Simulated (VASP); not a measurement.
ZrO2:

```xyz
3
Lattice="0.0000 2.5586 2.5586 2.5586 0.0000 2.5586 2.5586 2.5586 0.0000" Properties=species:S:1:pos:R:3 pbc="T T T"
Zr    0.0000    0.0000    0.0000
O     1.2793    1.2793    1.2793
O     3.8379    3.8379    3.8379
```

The cell was built by a generator and needn't be a form met in nature.

Base run:

- Program: VASP 6.6.1
- Functional: HSE06
- Potentials or basis: VASP PAW PBE potentials, release 64 (Zr_sv, O)
- Cutoff: 520 eV
- k mesh: 8 × 8 × 8
- Occupations: gaussian, width 0.02 eV
- Spin: no spin polarisation

Its results: band gap on the k mesh 4.94 eV, indirect (least direct gap 5.32 eV); pressure -6.5 GPa.

Problem. After a change of settings the same cell gave: band gap on the k mesh 5.67 eV, indirect (least direct gap 6.06 eV); pressure -6.5 GPa. Which change was it?
A. functional from HSE06 to r2SCAN; k mesh from 8 × 8 × 8 to 10 × 10 × 10
B. further incar settings from ALGO = Normal; EDIFF = 1e-06 to ALGO = Normal; EDIFF = 1e-06; NBANDS = 19
C. functional from HSE06 to PBE0; k mesh from 8 × 8 × 8 to 6 × 6 × 6

Solution. C.

Caveats: the PAW data sets were made with another functional, which shifts forces and pressure a little.

Runs at the PBE level aren't shown here.
